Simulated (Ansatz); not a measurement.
# Energy landscape near a TiAl structure

These are results of DFT PBE, scalar-relativistic, plane waves, PAW (Ansatz), not measurements.

Plane waves to 420 eV, a k mesh through Γ of 14×14×10 on the computed 2-atom cell and Gaussian smearing (0.10 eV); no spin polarisation.

Reference cell:

```
Ti Al
1.0
     2.83730    0.00000    0.00000
     0.00000    2.83730    0.00000
     0.00000    0.00000    4.05910
Ti Al
1 1
Direct
  0.00000 0.00000 0.00000
  0.50000 0.50000 0.50000
```

Each variant moves atoms of this cell by the vectors given, if any (Å), and then applies a symmetric strain (tensor components, Cartesian axes). The reference cell isn't relaxed at this level. Energies are per atom at zero smearing, counted from the lowest variant. Pressure is positive in compression.

1. strain (xx yy zz yz xz xy, %) -0.43 -0.43 8.57 0.00 0.00 0.00; moves: Ti1 (0.000, 0.000, 0.030); Al2 (0.000, 0.000, -0.030)
2. strain (xx yy zz yz xz xy, %) -1.04 -1.04 -4.04 0.00 0.00 0.00
3. strain (xx yy zz yz xz xy, %) 4.91 4.91 -4.09 0.00 0.00 0.00
4. strain (xx yy zz yz xz xy, %) -2.62 -2.62 -4.12 0.00 0.00 0.00
5. strain (xx yy zz yz xz xy, %) -5.53 -5.53 3.47 -3.61 3.61 -3.98

```
variant  ΔE (meV/atom) P (GPa) largest force (eV/Å) gap on mesh (eV) space group
      1           34.0    -7.47                  0.22                 0         P4mm
      2            0.0     6.94                  0.00                 0       P4/mmm
      3           21.9    -6.20                  0.00                 0       P4/mmm
      4              ?        ?                     ?                 ?            ?
      5           94.7    11.39                  0.00                 0         C2/m
```

Problem. Give the withheld rows.

Solution.
```
variant  ΔE (meV/atom) P (GPa) largest force (eV/Å) gap on mesh (eV) space group
      4           26.9    11.94                  0.00                 0       P4/mmm
```